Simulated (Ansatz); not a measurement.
# LiF: moving Li off its site

LiF, Fm-3m, a = 4.028 Å (as given, not relaxed at this level: 2.1 GPa). Ansatz: PBE, PAW, 420 eV, Γ-centred 10×10×10 mesh on 2 atoms, Gaussian smearing 0.05 eV; no spin polarisation.

```
CELL_PARAMETERS angstrom
0.00000 2.01400 2.01400
2.01400 0.00000 2.01400
2.01400 2.01400 0.00000
ATOMIC_POSITIONS crystal
Li 0.00000 0.00000 0.00000
F 0.50000 0.50000 0.50000
```

Atom 1 (Li) moves by x along the unit vector (0.000, -0.707, -0.707), with its periodic images; all else is held. y is the free energy of the cell over the start, F the force along the path summed over the moved atoms. Symmetry makes y even in x.

| x (Å) | y (meV) | F (eV/Å) |
| --- | --- | --- |
| -0.1000 | ? | ? |
| -0.0500 | 1.98 | 0.08 |
| 0.0000 | 0.00 | 0.00 |
| 0.0125 | 0.12 | -0.02 |
| 0.0250 | 0.49 | -0.04 |
| 0.0375 | 1.11 | -0.06 |
| 0.0625 | 3.11 | -0.10 |
| 0.0750 | 4.48 | -0.12 |
| 0.0875 | 6.12 | -0.14 |

Question: Fit y = c2 x² + c4 x⁴ to the energies of the other rows, give the force constant, and predict energy and force of the missing row.

Answer: Least squares on the rows shown. y = 789.5 x² + 1287 x⁴. The force constant is 2 c2 = 1.58 eV/Å², for the cell as given, at 2.1 GPa (for all images moving together, not for a lone atom). With two atoms in a cubic cell this is the optical mode at Γ without the LO field: ω = 521.5 √(2 c2/μ) = 291 cm⁻¹ for μ = 5.08 u. The force −dy/dx at the missing row is 0.16 eV/Å (computed 0.16). At x = -0.1000 the fit asked for gives 8.02 meV. The run gave 8.02 meV, the same to the digits shown.